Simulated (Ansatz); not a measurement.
## What spin–orbit coupling does to the bands of TaC

```
Ta C
1.0
     0.00000    2.22700    2.22700
     2.22700    0.00000    2.22700
     2.22700    2.22700    0.00000
Ta C
1 1
Direct
  0.00000 0.00000 0.00000
  0.50000 0.50000 0.50000
```

Atoms are numbered in the order listed.

Conventional cell: a = 4.454 Å, b = 4.454 Å, c = 4.454 Å, α = 90.00°, β = 90.00°, γ = 90.00°. Ta (atom 1) has 6 C at 2.23 Å as nearest neighbours. Around C (atom 2) lie 6 Ta at 2.23 Å.

The cell is COD entry 9008731, as deposited and not checked against the literature; nothing was relaxed.

Spin polarisation is left out, and whether a magnetic state lies lower isn't shown here.

Levels of theory: DFT, PBE, all-electron LAPW, scalar-relativistic (Ansatz 0.2.0); DFT, PBE, all-electron LAPW, Dirac equation with spin-orbit coupling (Ansatz 0.2.0).

Settings: a Γ-centred 13×13×13 k mesh, Fermi–Dirac smearing of 0.08 eV, basis error target 0.25 meV/atom, no spin polarisation.

Levels between -6 and 0 eV, each run counted from its own valence-band top where it has a gap, else its Fermi level. Scalar levels are listed once for both spins; with the coupling every spinor state is counted. Levels near the edges of the range can cross them.

Question: At Γ (0.000, 0.000, 0.000) the scalar-relativistic levels are -1.35 (×3), -0.50 (×3). What are they with spin–orbit coupling?

Answer: -1.49 (×4), -1.12 (×2), -0.66 (×2), -0.44 (×4).

Question: At K (0.375, 0.375, 0.750) the scalar-relativistic levels are -5.92, -4.91, -3.85, -0.63. What are they with spin–orbit coupling?

Answer: -5.99 (×2), -4.94 (×2), -3.82 (×2), -0.62 (×2).
